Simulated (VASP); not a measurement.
Set up this calculation in VASP 6.6.1, as the native input.

* Task: band structure
* Functional: HSE06
* Potentials or basis: VASP PAW PBE potentials, release 64 (Ba_sv, O)
* Cutoff: 520 eV
* k mesh: 6 × 6 × 6
* Occupations: gaussian, width 0.02 eV
* Spin: no spin polarisation
* Grid for exact exchange (PRECFOCK): Fast
* Screening parameter: 0.2 1/A
* Further INCAR settings: ALGO = Normal; EDIFF = 1e-06; NBANDS = 15

BaO:

```
CELL_PARAMETERS angstrom
0.00000 2.78069 2.78069
2.78069 0.00000 2.78069
2.78069 2.78069 0.00000
ATOMIC_POSITIONS crystal
Ba 0.00000 0.00000 0.00000
O 0.50000 0.50000 0.50000
```

The cell was built by a generator and needn't be a form met in nature.

One way to write it, as run:

POSCAR

```
BaO                                     
1.0
    0.0000000000      2.7806926973      2.7806926973
    2.7806926973      0.0000000000      2.7806926973
    2.7806926973      2.7806926973      0.0000000000
  Ba              O             
     1     1
Direct
     0.0000000000000000    0.0000000000000000    0.0000000000000000
     0.5000000000000000    0.5000000000000000    0.5000000000000000
```

INCAR.step1

```
SYSTEM = BaO
ALGO = Normal
EDIFF = 1E-5
ENCUT = 520
GGA = PE
ISIF = 2
ISMEAR = 0
KPAR = 4
LASPH = .TRUE.
LCHARG = .FALSE.
LREAL = .FALSE.
LWAVE = .TRUE.
NBANDS = 15
NELM = 100
PREC = Accurate
SIGMA = 0.02
```

INCAR.step2

```
SYSTEM = BaO
ALGO = Normal
EDIFF = 1E-6
ENCUT = 520
GGA = PE
HFSCREEN = 0.2
ISIF = 2
ISMEAR = 0
ISTART = 1
KPAR = 4
LASPH = .TRUE.
LCHARG = .FALSE.
LHFCALC = .TRUE.
LREAL = .FALSE.
LWAVE = .FALSE.
NBANDS = 15
NELM = 100
PREC = Accurate
PRECFOCK = Fast
SIGMA = 0.02
```

KPOINTS

```
k-points
0
G
  6 6 6
  0 0 0
```

KPOINTS_OPT

```
path GXWKGLUWLK,UX
8
line-mode
reciprocal
 0.0000000000  0.0000000000  0.0000000000  G
 0.5000000000  0.0000000000  0.5000000000  X

 0.5000000000  0.0000000000  0.5000000000  X
 0.5000000000  0.2500000000  0.7500000000  W

 0.5000000000  0.2500000000  0.7500000000  W
 0.3750000000  0.3750000000  0.7500000000  K

 0.3750000000  0.3750000000  0.7500000000  K
 0.0000000000  0.0000000000  0.0000000000  G

 0.0000000000  0.0000000000  0.0000000000  G
 0.5000000000  0.5000000000  0.5000000000  L

 0.5000000000  0.5000000000  0.5000000000  L
 0.6250000000  0.2500000000  0.6250000000  U

 0.6250000000  0.2500000000  0.6250000000  U
 0.5000000000  0.2500000000  0.7500000000  W

 0.5000000000  0.2500000000  0.7500000000  W
 0.5000000000  0.5000000000  0.5000000000  L

 0.5000000000  0.5000000000  0.5000000000  L
 0.3750000000  0.3750000000  0.7500000000  K

 0.6250000000  0.2500000000  0.6250000000  U
 0.5000000000  0.0000000000  0.5000000000  X
```

Potentials or basis: VASP PAW PBE potentials, release 64 (Ba_sv, O).

Command:

```bash
$ cat potpaw_PBE.64/Ba_sv/POTCAR potpaw_PBE.64/O/POTCAR > POTCAR
$ cp INCAR.step1 INCAR
$ mpirun -np 4 vasp_std > vasp.out
$ cp INCAR.step2 INCAR
$ mpirun -np 4 vasp_std > vasp.out
```

It gave:

```
Pressure                : 0.3 GPa
Band gap on the k mesh  : 3.31 eV, direct
Band gap along the path : 3.31 eV, direct
```

Caveat: the PAW data sets were made with another functional, which shifts forces and pressure a little; spin-orbit coupling is left out, which moves the levels of the heavy elements.

Run time: 14 min on 4 MPI ranks on Intel(R) Xeon(R) Platinum 8559C (Emerald Rapids), with other jobs on the host, peak memory 0.33 GiB a rank.
